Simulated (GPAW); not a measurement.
# A Nb chain with a Ti atom on top of one atom: transmission at several levels, part 2 of 2

Wanted: the zero-bias transmission of a Nb chain with a Ti atom on top of one atom on a ladder of levels, with run times.

GPAW 26.7.0; GPAW LCAO, PAW setups; Landauer transmission from Green's functions with principal layers (ASE), zero bias.

So far, transmission at the Fermi level (one spin): step 2 (GPAW, dzp, PBE, GPAW) 4.16; step 3 (basis szp(dzp), PBE, GPAW) 4.17; step 4 (basis sz(dzp), PBE, GPAW) 4.18; step 5 (LDA) 4.18.

## Step 8: Mixing 0.02

Mixing changes the road to self-consistency, not its end. The mixing history changes the road to self-consistency, not its end.

This step: GPAW LCAO, PAW setups; Landauer transmission from Green's functions with principal layers (ASE), zero bias (GPAW 26.7.0).

The input, run.py:

```python
import json
import numpy as np
from ase import Atoms
from ase.transport.calculators import TransportCalculator
from gpaw import GPAW, FermiDirac
from gpaw.lcao.tools import get_lcao_hamiltonian
from scipy.linalg import eigh

# The junction with lead layers at both ends, along the third cell vector
device = Atoms(
    ['Nb', 'Nb', 'Nb', 'Nb', 'Nb', 'Nb', 'Nb', 'Nb', 'Ti', 'Nb', 'Nb', 'Nb', 'Nb', 'Nb', 'Nb', 'Nb'],
    positions=[
        [4.50000, 4.50000, 1.17500],
        [4.50000, 4.50000, 3.52500],
        [4.50000, 4.50000, 5.87500],
        [4.50000, 4.50000, 8.22500],
        [4.50000, 4.50000, 10.57500],
        [4.50000, 4.50000, 12.92500],
        [4.50000, 4.50000, 15.27500],
        [4.50000, 4.50000, 17.62500],
        [6.71960, 4.50000, 17.62500],
        [4.50000, 4.50000, 19.97500],
        [4.50000, 4.50000, 22.32500],
        [4.50000, 4.50000, 24.67500],
        [4.50000, 4.50000, 27.02500],
        [4.50000, 4.50000, 29.37500],
        [4.50000, 4.50000, 31.72500],
        [4.50000, 4.50000, 34.07500]],
    cell=[[9.0, 0.0, 0.0], [0.0, 9.0, 0.0], [0.0, 0.0, 35.25]],
    pbc=True)

# One principal layer of the lead: the first 5 atoms of the device
lead = Atoms(
    ['Nb', 'Nb', 'Nb', 'Nb', 'Nb'],
    positions=[
        [4.50000, 4.50000, 1.17500],
        [4.50000, 4.50000, 3.52500],
        [4.50000, 4.50000, 5.87500],
        [4.50000, 4.50000, 8.22500],
        [4.50000, 4.50000, 10.57500]],
    cell=[[9.0, 0.0, 0.0], [0.0, 9.0, 0.0], [0.0, 0.0, 11.75]],
    pbc=True)

settings = dict(mode='lcao', basis='dzp', xc='PBE', h=0.2,
                occupations=FermiDirac(0.1), maxiter=250,
                mixer=dict(beta=0.02, nmaxold=12, weight=100.0),
                convergence=dict(density=0.0001))
energies = np.arange(-3, 3 + 1e-9, 0.075)
eta = 0.0001
n1, n2 = 1, 1
# k and -k transmit alike, so half of the mesh across the current serves
mesh = [(i, j) for i in range(n1) for j in range(n2) if (i, j) <= (-i % n1, -j % n2)]
weights = np.array([1 if (i, j) == (-i % n1, -j % n2) else 2 for i, j in mesh]) / (n1 * n2)

# [... helper functions left out ...]
fermi_lead = ground_state(lead, (1, 1, 10), 'lead.txt')
fermi_device = ground_state(device, (1, 1, 2), 'device.txt')
# [... loop over the mesh left out, but for ...]
        # Shift the lead onto the potential of the device's first layer
        shift = ((H[:, 0, 0] - H0[:, 0, 0]) / S0[0, 0]).real.mean()
# [...]
kT = 8.617333e-5 * 300
bias = [0.1, 0.2, 0.5, 1.0, 1.5, 2.0]
# [... integrals and printing left out ...]
```

Launch:

```bash
$ OMP_NUM_THREADS=1 OPENBLAS_NUM_THREADS=1 python run.py
```

Log:

```text
basis functions: device 464, principal layer 145
Fermi level: lead -2.3979 eV, device -2.2443 eV; lead shifted by -0.0144 eV
largest coupling past the next layer 3.08e-07 eV, largest misfit of the first layer 0.027 eV
  E-E_F (eV)   T (one spin)  [channel counts left out]
    -3.000    9.9749e-01
    -2.925    9.9799e-01
    -2.850    9.9721e-01
    -2.775    9.9646e-01
    -2.700    9.9696e-01
    -2.625    9.9681e-01
    -2.550    2.1655e+00
    -2.475    2.3536e+00
    -2.400    2.4682e+00
    -2.325    2.5467e+00
    -2.250    2.6039e+00
    -2.175    2.6479e+00
    -2.100    2.6832e+00
    -2.025    2.7124e+00
    -1.950    2.7317e+00
    -1.875    2.6617e+00
[...]
2.475    1.9849e+00
     2.550    1.9489e+00
     2.625    1.7264e+00
     2.700    1.2877e+00
     2.775    1.0185e+00
     2.850    9.9836e-01
     2.925    1.0370e+00
     3.000    1.0495e+00
conductance at 300 K: 4.1518 G0 a cell; thermopower -0.4828 uV/K
current from the zero-bias T(E) at 0.1 V: 32.147 uA
current from the zero-bias T(E) at 0.2 V: 64.174 uA
current from the zero-bias T(E) at 0.5 V: 158.82 uA
current from the zero-bias T(E) at 1.0 V: 303.7 uA
current from the zero-bias T(E) at 1.5 V: 423.03 uA
current from the zero-bias T(E) at 2.0 V: 534.9 uA
```

It took 4.3 min on 1 thread of Intel Xeon Platinum 8488C (Sapphire Rapids), shared host; peak memory 1.6 GiB.

Numbers from this step:

* conductance: 4.152 G₀
* largest coupling past the next principal layer: 3.08e-7 eV
* largest misfit of the first principal layer: 0.02706 eV
* shift that aligns the lead: -0.01439 eV
* transmission at the Fermi level (one spin): 4.163

One spin. The transmission, zone mean by energy, zero at the Fermi level:

```tsv
energy (eV)	transmission, zone mean
-3.00	0.997
-2.77	0.996
-2.55	2.17
-2.40	2.47
-2.17	2.65
-1.95	2.73
-1.73	2.56
-1.57	2.72
-1.35	3.26
-1.20	3.39
-1.12	3.34
-0.90	3.54
-0.82	3.55
-0.75	3.50
-0.53	3.61
-0.30	4.02
-0.07	4.12
0.00	4.16
0.07	4.16
0.30	3.92
0.53	3.21
0.75	2.44
0.90	2.29
1.12	2.23
1.35	2.06
1.57	3.04
1.73	2.00
1.95	1.87
2.17	1.94
2.40	1.95
2.55	1.95
2.77	1.02
3.00	1.05
```

Not self-consistent under bias; the bias window is split evenly. The current through one cell, from the zero-bias transmission by bias:

```tsv
bias (V)	current through one cell, from the zero-bias transmission (mA)
0.100	0.0321
0.200	0.0642
0.500	0.159
1.000	0.304
1.500	0.423
2.000	0.535
```

Transmission of the three most open eigenchannels against energy, zero at the Fermi level:

```tsv
energy (eV)	channel 1	channel 2	channel 3
-3.00	0.997	2.0e-6	0
-2.85	0.997	1.9e-6	1.4e-11
-2.70	0.997	1.9e-6	2.8e-10
-2.55	0.996	0.939	0.230
-2.33	0.995	0.988	0.564
-2.17	0.992	0.990	0.666
-2.02	0.991	0.982	0.739
-1.88	0.992	0.836	0.834
-1.73	0.991	0.985	0.588
-1.57	0.999	0.990	0.728
-1.35	0.999	0.980	0.744
-1.20	0.999	0.951	0.757
-1.05	0.997	0.769	0.747
-0.90	0.994	0.975	0.790
-0.75	0.993	0.983	0.806
-0.60	0.996	0.946	0.871
-0.38	0.996	0.995	0.853
-0.23	0.984	0.978	0.901
-0.07	0.969	0.965	0.932
0.00	0.973	0.951	0.942
0.07	0.971	0.949	0.931
0.23	0.960	0.958	0.862
0.38	0.967	0.931	0.761
0.60	0.974	0.804	0.567
0.75	0.976	0.648	0.431
0.90	0.978	0.425	0.297
1.05	0.980	0.494	0.290
1.20	0.979	0.659	0.297
1.35	0.974	0.756	0.161
1.57	0.992	0.932	0.840
1.73	0.999	0.847	0.145
1.88	0.998	0.847	1.4e-6
2.02	0.998	0.890	1.4e-6
2.17	0.999	0.942	1.2e-6
2.33	0.985	0.869	1.6e-6
2.55	0.989	0.960	1.3e-6
2.70	0.990	0.298	1.2e-6
2.85	0.991	0.00753	1.3e-6
3.00	0.992	0.0575	1.1e-6
```

The conductance equals that of the dzp run to 0.2 %.

## Step 9: Broadening 1e-06: eta = 1e-06

The broadening keeps the Green's functions finite; too large a value absorbs electrons where channels are open and leaks them where none are.

Changes to run.py since step 8:

```diff
@@ -45,6 +45,6 @@
                 occupations=FermiDirac(0.1), maxiter=250,
-                mixer=dict(beta=0.02, nmaxold=12, weight=100.0),
+                mixer=dict(beta=0.1, nmaxold=8, weight=100.0),
                 convergence=dict(density=0.0001))
 energies = np.arange(-3, 3 + 1e-9, 0.075)
-eta = 0.0001
+eta = 1e-06
 n1, n2 = 1, 1
```

Log:

```text
basis functions: device 464, principal layer 145
Fermi level: lead -2.3980 eV, device -2.2443 eV; lead shifted by -0.0139 eV
largest coupling past the next layer 3.08e-07 eV, largest misfit of the first layer 0.028 eV
  E-E_F (eV)   T (one spin)  [channel counts left out]
    -3.000    9.9968e-01
    -2.925    9.9985e-01
    -2.850    9.9913e-01
    -2.775    9.9809e-01
    -2.700    9.9842e-01
    -2.625    9.9818e-01
    -2.550    2.1768e+00
    -2.475    2.3620e+00
    -2.400    2.4754e+00
    -2.325    2.5529e+00
    -2.250    2.6093e+00
    -2.175    2.6526e+00
    -2.100    2.6875e+00
    -2.025    2.7166e+00
    -1.950    2.7360e+00
    -1.875    2.6662e+00
[...]
2.475    1.9874e+00
     2.550    1.9517e+00
     2.625    1.7291e+00
     2.700    1.2891e+00
     2.775    1.0194e+00
     2.850    9.9906e-01
     2.925    1.0377e+00
     3.000    1.0504e+00
conductance at 300 K: 4.1602 G0 a cell; thermopower -0.4749 uV/K
current from the zero-bias T(E) at 0.1 V: 32.212 uA
current from the zero-bias T(E) at 0.2 V: 64.303 uA
current from the zero-bias T(E) at 0.5 V: 159.14 uA
current from the zero-bias T(E) at 1.0 V: 304.29 uA
current from the zero-bias T(E) at 1.5 V: 423.81 uA
current from the zero-bias T(E) at 2.0 V: 535.84 uA
```

The job ended after 5.2 min (1 thread; peak memory 1.6 GiB).

This step gave:

```yaml
conductance: 4.160 G₀
largest_misfit_of_the_first_principal_layer: 0.02786 eV
shift_that_aligns_the_lead: -0.01390 eV
transmission_at_the_fermi_level_one_spin: 4.171
```

One spin. Transmission, zone mean against energy, zero at the Fermi level:

```tsv
energy (eV)	transmission, zone mean
-3.00	1.000
-2.85	0.999
-2.70	0.998
-2.55	2.18
-2.33	2.55
-2.17	2.65
-2.02	2.72
-1.95	2.74
-1.88	2.67
-1.73	2.57
-1.57	2.72
-1.35	3.26
-1.20	3.39
-1.05	2.52
-0.90	3.55
-0.82	3.56
-0.75	3.50
-0.60	3.05
-0.38	3.68
-0.23	4.05
-0.07	4.13
0.00	4.17
0.07	4.17
0.23	4.06
0.38	3.74
0.60	2.91
0.75	2.44
0.90	2.29
1.05	2.25
1.20	2.21
1.35	2.06
1.57	3.05
1.73	2.00
1.88	1.85
2.02	1.89
2.17	1.94
2.33	1.86
2.55	1.95
2.70	1.29
2.85	0.999
3.00	1.05
```

Not self-consistent under bias; the bias window is split evenly. Current through one cell, from the zero-bias transmission against bias:

```tsv
bias (V)	current through one cell, from the zero-bias transmission (mA)
0.100	0.0322
0.200	0.0643
0.500	0.159
1.000	0.304
1.500	0.424
2.000	0.536
```

The transmission of the three most open eigenchannels by energy, zero at the Fermi level:

```tsv
energy (eV)	channel 1	channel 2	channel 3
-3.00	1.000	2.0e-10	0
-2.77	0.998	2.0e-10	0
-2.55	0.997	0.947	0.232
-2.40	0.996	0.987	0.492
-2.17	0.993	0.992	0.667
-1.95	0.993	0.963	0.780
-1.73	0.993	0.986	0.589
-1.57	0.999	0.991	0.729
-1.35	1.000	0.982	0.745
-1.12	0.999	0.862	0.764
-0.90	0.995	0.976	0.792
-0.75	0.994	0.984	0.807
-0.53	0.997	0.959	0.925
-0.30	0.991	0.985	0.880
-0.07	0.972	0.966	0.933
0.00	0.976	0.952	0.943
0.07	0.974	0.949	0.932
0.30	0.964	0.951	0.815
0.53	0.972	0.862	0.637
0.75	0.977	0.649	0.432
0.90	0.979	0.426	0.298
1.12	0.980	0.588	0.303
1.35	0.975	0.757	0.161
1.57	0.994	0.938	0.841
1.73	1.000	0.848	0.145
1.95	0.998	0.870	1.5e-10
2.17	1.000	0.943	1.3e-10
2.40	0.990	0.966	1.5e-10
2.55	0.989	0.962	1.3e-10
2.77	0.991	0.0283	1.1e-10
3.00	0.993	0.0576	1.1e-10
```

The conductance equals that of the dzp run to 0.2 %.

## Step 10: Outcome

```yaml
conductance: 4.15 G₀
transmission_at_the_fermi_level_mean_of_the_spins: 4.16
thermopower: about 0 (under 1.5 μV/K)
```

**Reading.** In the dzp basis the junction conducts 4.15 G₀ at 300 K, with T = 4.16 a spin at the Fermi level; the sz basis reaches that conductance within 10 %. At the Fermi level the three most open eigenchannels pass 0.97, 0.95 and 0.94. Measured against the first run (dzp), the nearest curve is that of dzp-LDA (r.m.s. 0.11) and the farthest that of sz (0.25). Over the compared runs wall time goes from 200 s (sz) to 328 s (dzp-LDA), on a shared host. The geometry was built from estimated bond lengths and not relaxed, so the numbers describe this model structure. The run had no spin polarisation, so a magnetic state, which chains and small molecules with open shells often have, wasn't tested. An evenly spaced straight chain is an idealisation: free chains tend to dimerise, zigzag or, where a band edge lies near the Fermi level, turn magnetic. The currents use the zero-bias T(E) throughout, which holds only while the bias is small against the distance to the nearest feature. The energy step is wider than the thermal energy, so the conductance and thermopower rest on interpolation of T(E).

[Logs are printed without paths, hosts, clocks, repeated set-up lines and the standing remarks that a program may print on its own settings, such as how far it seeks lower states.]

[Hosts, paths, dates, database ids (printed as entryN), source tags and the programs' standing remarks are cut or masked in the printed files.]
